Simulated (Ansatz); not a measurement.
A surface is cut from this relaxed crystal of C:

```cif
data_structure
_symmetry_space_group_name_H-M 'R-3m:H'
_symmetry_Int_Tables_number 166
_cell_length_a 2.4589
_cell_length_b 2.4589
_cell_length_c 10.7943
_cell_angle_alpha 90.000
_cell_angle_beta 90.000
_cell_angle_gamma 120.000
_cell_volume 56.52
loop_
_atom_site_label
_atom_site_type_symbol
_atom_site_symmetry_multiplicity
_atom_site_Wyckoff_symbol
_atom_site_fract_x
_atom_site_fract_y
_atom_site_fract_z
_atom_site_occupancy
C1 C 6 c 0.33333 0.66667 0.83331 1
```

Miller indices refer to the conventional cell of R-3m (No. 166), a = 2.459 Å, b = 2.459 Å, c = 10.794 Å, α = 90.00°, β = 90.00°, γ = 120.00°. The bulk's gap is 0.00 eV.

The (012) slab of 12 planes, 10.6 Å thick with 15 Å of vacuum as cut; outer planes C (top) and C (bottom).

Theory: DFT PBEsol, scalar-relativistic, plane waves, PAW in Ansatz. Cutoff 420 eV; k points 14×9×1 on the computed 12-atom cell (Γ-centred); Gaussian smearing, width 0.05 eV; no spin polarisation. A dipole correction removes the field between periodic images along c.

Results for the relaxed slab:

| Quantity | Value |
| --- | --- |
| Surface energy (mean of both faces) | 5.73 J/m² |
| Gap of the slab on the mesh | none (metal or semimetal) |
| Work function | 5.98 eV |

Relaxation lowers the energy by 0.212 J/m² a face; the largest move is 0.086 Å.

| plane (bottom to top) | atoms | spacing to next, bulk (Å) | relaxed (Å) | change (%) |
| --- | --- | --- | --- | --- |
| 1 | C | 0.661 | 0.564 | -14.6 |
| 2 | C | 1.320 | 1.360 | +3.0 |
| 3 | C | 0.661 | 0.645 | -2.4 |
| 4 | C | 1.320 | 1.326 | +0.4 |
| 5 | C | 0.661 | 0.654 | -1.0 |
| 6 | C | 1.320 | 1.323 | +0.2 |
| 7 | C | 0.661 | 0.654 | -1.0 |
| 8 | C | 1.320 | 1.326 | +0.4 |
| 9 | C | 0.661 | 0.645 | -2.4 |
| 10 | C | 1.320 | 1.360 | +3.0 |
| 11 | C | 0.661 | 0.564 | -14.6 |
| 12 | C |  |  |  |

The smearing is narrow for a metal on this mesh.